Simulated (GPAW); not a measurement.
Runs of GPAW 26.7.0 on SiC (Moissanite). The structure is hexagonal, space group P6_3mc (No. 186). Conventional cell: a = 3.076 Å, b = 3.076 Å, c = 5.048 Å, α = 90.00°, β = 90.00°, γ = 120.00°. Si (site symmetry 3m) has 4 C at 1.87 to 1.94 Å as nearest neighbours. Around C (site symmetry 3m) lie 4 Si at 1.87 to 1.94 Å. 

```tsv
task	level	potentials or basis	cell	k mesh	cutoff (eV)	smearing	maxiter	convergence	response ecut	response k mesh	response bands	gap on the mesh (eV)	pressure (GPa)	largest force (eV/Å)
single point	LDA	the program's PAW data sets (release 1.2.1) made for this functional, pw	as given	8 × 8 × 4	600	fermi-dirac 0.05 eV	120	default	-	-	-	2.47	-2.6	(a)
dielectric tensor	LDA	the program's PAW data sets (release 1.2.1) made for this functional, pw	as given	8 × 8 × 4	600	fermi-dirac 0.001 eV	150	-	80 eV	17 × 17 × 9	48	2.47	-	-
relaxation of cell and atoms	PBEsol	PAW data sets generated in the run's folder for this functional, pw	relaxed to 10 GPa	7 × 7 × 4	800	fermi-dirac 0.05 eV	150	density=1e-05 forces=0.0001	-	-	-	(b)	10.0	0.01
relaxation of cell and atoms	PBEsol	PAW data sets generated in the run's folder for this functional, pw	relaxed to 5 GPa	7 × 7 × 4	800	fermi-dirac 0.05 eV	150	density=1e-05 forces=0.0001	-	-	-	2.42	4.9	0.02
relaxation of cell and atoms	PBEsol	PAW data sets generated in the run's folder for this functional, pw	relaxed	7 × 7 × 4	800	fermi-dirac 0.05 eV	150	density=1e-05 forces=0.0001	-	-	-	2.45	0.0	0.02
```

Alike in all rows: no spin polarisation.

Task: Estimate the missing entries.

Result: (a) 0.75; (b) 2.38.

Caveats: an odd mesh through Γ misses points on the zone boundary, where band edges often lie (some runs); later steps reuse the first step's grids (some runs); the cutoff is short for stress and forces, so pressures can be off by a GPa or more (some runs); the long-wavelength limit can be off by a per cent or two (some runs).

Runs at the PBE level aren't shown here.
